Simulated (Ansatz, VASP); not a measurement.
## One calculation of AlN, two programs

```
Al N
1.0
     3.28598    0.00000    0.00000
    -1.64299    2.84574    0.00000
     0.00000    0.00000    4.15283
Al N
2 2
Direct
  0.33333 0.66667 0.78055
  0.66667 0.33333 0.28055
  0.33333 0.66667 0.19116
  0.66667 0.33333 0.69116
```

Change from the starting cell: mode 4 frozen in at -0.246 Å, equal normal strain along x, y and z -0.0083.

Alike in both runs: task single point; functional PBE; k mesh 9 × 9 × 6; occupations gaussian, width 0.05 eV; no spin polarisation.

|  | VASP | Ansatz |
| --- | --- | --- |
| version | VASP 6.6.1 | Ansatz 0.2.0 |
| potentials or method | VASP PAW PBE potentials, release 64 (Al, N) | scalar-relativistic, plane waves, PAW |
| plane-wave cutoff (eV) | 520 | 520 |
| valence electrons in the cell | 16 | 16 |

|  | VASP | Ansatz | Ansatz less VASP |
| --- | --- | --- | --- |
| gap on the k mesh at the Fermi level (eV) | 3.98 | 3.97 | -0.009 |
| least direct gap on the mesh (eV) | 3.98 | 3.97 | -0.009 |
| pressure (GPa) | 21.0 | 21.1 | +0.10 |
| largest component of the traceless stress (GPa) | 47.37 | 47.06 | -0.309 |
| rms of the force components (eV/Å) | 2.136 | 2.127 | -0.0087 |

Atom by atom the forces differ by 0.009 eV/Å (rms over components).

Caveats: so large a pressure means that the cell lies far from this level's equilibrium, or that cutoff or potentials fall short (VASP); an odd mesh through Γ misses points on the zone boundary, where band edges often lie; forces of over 1 eV/Å show positions far from the minimum, so gaps and moduli don't describe the material at rest.
